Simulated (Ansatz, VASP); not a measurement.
# BaZrO3: VASP beside Ansatz

```
CELL_PARAMETERS angstrom
4.19134 0.00000 0.00000
0.00000 4.19134 0.00000
0.00000 0.00000 4.19134
ATOMIC_POSITIONS crystal
Ba 0.00000 0.00000 0.00000
Zr 0.50000 0.50000 0.50000
O 0.50000 0.50000 0.00000
O 0.50000 0.00000 0.50000
O 0.00000 0.50000 0.50000
```

Alike in both runs: task single point; functional PBE; k mesh 6 × 6 × 6; occupations fermi-dirac, width 0.05 eV; no spin polarisation.

|  | VASP | Ansatz |
| --- | --- | --- |
| version | VASP 6.6.1 | Ansatz 0.2.0 |
| potentials or method | VASP PAW PBE potentials, release 64 (Ba_sv, Zr_sv, O) | Ansatz PAW |
| plane-wave cutoff (eV) | 520 | 420 |
| valence electrons in the cell | 40 | 40 |

VASP gave:

```
gap on the k mesh at the Fermi level (eV) : 3.19
least direct gap on the mesh (eV)         : 3.41
pressure (GPa)                            : 5.1
```

Question: What did Ansatz give for the same quantities?

Answer: gap on the k mesh at the Fermi level (eV): 3.24; least direct gap on the mesh (eV): 3.44; pressure (GPa): 4.0.

With one functional, cell and mesh, what is left measures potentials, basis and numerics.

Caveats: spin-orbit coupling is left out, which moves the levels of the heavy elements; the pressure holds a Pulay correction of +0.5 GPa for the finite cutoff (Ansatz). A k mesh can miss the band edges. As with any semilocal functional, this PBE gap is likely too small.
